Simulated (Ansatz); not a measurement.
Tetradymite Sb2Te3 was calculated with r²SCAN (Ansatz, a program for electronic structure, plane waves, PAW).

Numerical settings: plane-wave cutoff 500 eV, 10×10×10 k mesh, Fermi–Dirac smearing 0.05 eV, scalar-relativistic PAW data made under PBE.

Computed at the level's own relaxed cell.

Estimate the equilibrium volume per atom, equilibrium lattice constant a and c axis length that the calculation returns.


- equilibrium volume per atom = 34.07 Å³/atom
- equilibrium lattice constant a = 4.307 Å
- c axis length = 31.813 Å

Measured, for comparison: lattice constant a 4.264 Å (302 K, no zero-point or thermal correction, our sources range from 4.256 to 4.264; as tabulated in Anderson, Krause, Acta Cryst. B 30, 1307 (1974), by the American Mineralogist …); lattice parameter c 30.458 Å (302 K, no zero-point or thermal correction, our sources range from 30.363 to 30.458; as tabulated in Anderson, Krause, Acta Cryst. B 30, 1307 (1974), by the American Mineralogist …). Computed (rounded) less measured: lattice constant a +1.0 % (+1.0 % to +1.2 % over the range), lattice parameter c +4.4 % (+4.4 % to +4.8 % over the range).

Note: the cell comes from a level without a dispersion term, which matters for the spacing of layers, chains or molecules.

Spin–orbit coupling is not included.

Cost on a shared machine: around 8 core-minutes (rough).
